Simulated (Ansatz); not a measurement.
**A substitution in Li2O**

All numbers are results of r²SCAN, scalar-relativistic (spin polarisation where moments were expected) in the plane-wave PAW code Ansatz at 500 eV, Gaussian smearing of 0.05 eV, not measurements.

Li2O was relaxed to zero pressure in the COD cell structure.

The structure is cubic, space group Fm-3m (No. 225). The conventional cell has a = 4.573 Å, b = 4.573 Å, c = 4.573 Å, α = 90.00°, β = 90.00°, γ = 90.00°. Li (site symmetry -43m) has 4 O at 1.98 Å as nearest neighbours. Around O (site symmetry m-3m) lie 8 Li at 1.98 Å. Neighbours are those within 15 % of a site's shortest distance, so a longer bond may be listed from one end only.

Results for Li2O: a (Å) 4.573, V (Å³/atom) 7.97, shortest unlike bond (Å) 1.98, gap (eV) 5.77, E_f (eV/atom) -1.98.

Q: All O is replaced by Se and the cell relaxed again in the same space group. What comes out?

A: Li2Se: a (Å) 5.985, V (Å³/atom) 17.87, shortest unlike bond (Å) 2.59, gap (eV) 3.48, E_f (eV/atom) -1.43.

The volume changes by +124.2 %, or +30.9 % in mean length, and the shortest unlike bond by 0.61 Å. The formation energy moves by 0.55 eV/atom, so Li2O is the more strongly bound against its own elements. For O, Se the 1 valence electrons of Li just fill the anion's shell; these members are gapped.

All functionals run on datasets generated with PBE. The gaps are differences of one-electron levels. E_f is the formation energy from the elements run alike, at 0 K, without zero-point energy or any correction for the binding of gas molecules or dispersion between the molecules, chains or layers of the solid elements; it is good to about 0.01 eV/atom as a calculation.

All runs used the PAW datasets of the set soft_2.
